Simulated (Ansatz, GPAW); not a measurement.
This is a calculation of SrO for Ansatz 0.2.0. 

Contents of input.yaml:

```yaml
crystal:
  lattice:
    - [0.0, 2.5663, 2.5663]
    - [2.5663, 0.0, 2.5663]
    - [2.5663, 2.5663, 0.0]
  atoms:
    - { symbol: Sr, position: [0.5, 0.5, 0.5] }
    - { symbol: O, position: [0.0, 0.0, 0.0] }
kpoints:
  mp_grid: { grid: [9, 9, 9] }
scf:
  occupations: { method: gaussian, width: 0.03 }
hamiltonian:
  xc: pbe
  pseudopotentials: { kind: all_electron, lapw: { basis_error: 0.001 } }
output:
  forces: true
  stress: true
  eigenvalues: true
```

Potentials or basis: all-electron LAPW, scalar-relativistic.

Run with:

```console
$ ansatz run input.yaml --threads 1 --pin off --max-ram 3072MiB --backend cpu --events-out ev --progress --plain --runs-dir out
```

Problem. What does the same run look like in GPAW 26.7.0 (ASE script)? Potentials or basis there: GPAW PAW data sets (gpaw-data 1.2.1), cutoff 800 eV.

Solution. As run (cutoffs and basis follow the program's own potentials, and thresholds, step limits or extra output files can differ):

The input run.py:

```python
from ase.dft.bandgap import bandgap
from ase.io import read, write
from ase.units import GPa
from gpaw import GPAW, PW

atoms = read('POSCAR')

calc = GPAW(mode=PW(800),
            xc='PBE',
            kpts={'size': (9, 9, 9), 'gamma': True},
            occupations={'name': 'methfessel-paxton', 'order': 0, 'width': 0.03},
            nbands=16,
            convergence={'density': 1e-05, 'energy': 1e-05},
            maxiter=150,
            txt='gpaw.txt')
atoms.calc = calc
energy = atoms.get_potential_energy()
forces = atoms.get_forces()
stress = atoms.get_stress()
calc.write('gs.gpw')
write('result.traj', atoms)
print(f'Energy: {energy:.6f} eV')
print('Forces (eV/A):')
print(forces.round(4))
print('Stress (GPa):', (stress / GPa).round(3))
print('Fermi level:', round(calc.get_fermi_level(), 4), 'eV')
print(f'Gap: {bandgap(calc)[0]:.4f} eV, direct: {bandgap(calc, direct=True)[0]:.4f} eV')
```

File POSCAR:

```
SrO
1.0
    0.0000000000      2.5663000000      2.5663000000
    2.5663000000      0.0000000000      2.5663000000
    2.5663000000      2.5663000000      0.0000000000
Sr O
1 1
Direct
    0.5000000000      0.5000000000      0.5000000000
    0.0000000000      0.0000000000      0.0000000000
```

Potentials or basis: GPAW PAW data sets (gpaw-data 1.2.1), pw.

Launch:

```console
$ OMP_NUM_THREADS=1 python run.py
```

Both were run:

|  | Ansatz | GPAW |
| --- | --- | --- |
| Pressure | 3.3 GPa | 3.8 GPa |

Where Ansatz's input types no cutoff or centring, it takes its own default and a Γ-centred mesh.

Pressure is positive in compression.
